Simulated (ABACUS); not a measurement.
Runs of ABACUS 3.10.1 on BN. The structure is trigonal, space group R3m (No. 160). The conventional cell has a = 2.502 Å, b = 2.502 Å, c = 10.119 Å, α = 90.00°, β = 90.00°, γ = 120.00°. N (site symmetry 3m) is surrounded by 3 B at 1.44 Å. B (site symmetry 3m) has 3 N at 1.44 Å as nearest neighbours. The cell is a database's computed one.

```csv
task,level,potentials or basis,cell,k mesh,cutoff (eV),threshold of the eigensolver,path,points for each segment of the path,SCF threshold on the density,eigensolver,gap on the mesh (eV),pressure (GPa),V0 of scaled cells (Å³/atom),B0 (GPa),largest force (eV/Å)
single point,TM,"SG15 ONCV 1.2 PBE, plane waves",as given,8 × 8 × 8,1320,-,-,-,1e-08,dav,4.35,0.4,-,-,0.02
equation of state,OLYP,"SG15 ONCV 1.2 PBE, plane waves",as given,10 × 10 × 10,1143,-,-,-,1e-08,dav,-,-,9.11,235,-
equation of state,BLYP,"Ansatz NC PBE, DZP LCAO (the cutoffs set its grid)",as given,11 × 11 × 11,1361,-,-,-,1e-07,genelpa,-,-,9.58,216,-
single point,PBEsol,"PseudoDojo NC SR 0.5 PBE standard, DZP LCAO (the cutoffs set its grid)",as given,11 × 11 × 11,1361,-,-,-,1e-07,genelpa,4.20,(c),-,-,0.01
relaxation of cell and atoms,TM,"SG15 ONCV 1.2 PBE, plane waves",relaxed,8 × 8 × 8,1320,-,-,-,1e-08,dav,4.19,0.0,-,-,-
equation of state,PBEsol,"PseudoDojo NC SR 0.5 PBE standard, DZP LCAO (the cutoffs set its grid)",as given,11 × 11 × 11,1361,-,-,-,1e-07,scalapack_gvx,-,-,(b),(a),-
single point,BLYP,"Ansatz NC PBE, DZP LCAO (the cutoffs set its grid)",as given,11 × 11 × 11,1361,-,-,-,1e-07,genelpa,4.36,10.8,-,-,-
single point,OLYP,"SG15 ONCV 1.2 PBE, plane waves",as given,10 × 10 × 10,1143,-,-,-,1e-08,dav,4.56,-0.8,-,-,0.01
```

Alike in all rows: no spin polarisation; smearing fermi-dirac 0.05 eV.

Task: Fill in the values left out.

Result: (a) 233; (b) 9.27; (c) 3.3.

Caveats: the potentials were made for another functional, which shifts forces and pressure; the atomic orbitals were generated for these runs and aren't a published set (some runs); the basis of atomic orbitals isn't converged, which shifts pressures, moduli and gaps (some runs); the cell was scaled at fixed shape and fractional positions, which overstates the stiffness of a crystal with free parameters, most of all of layers and chains (some runs); an odd mesh through Γ misses points on the zone boundary, where band edges often lie (some runs).

Runs at the PBE level aren't shown here.
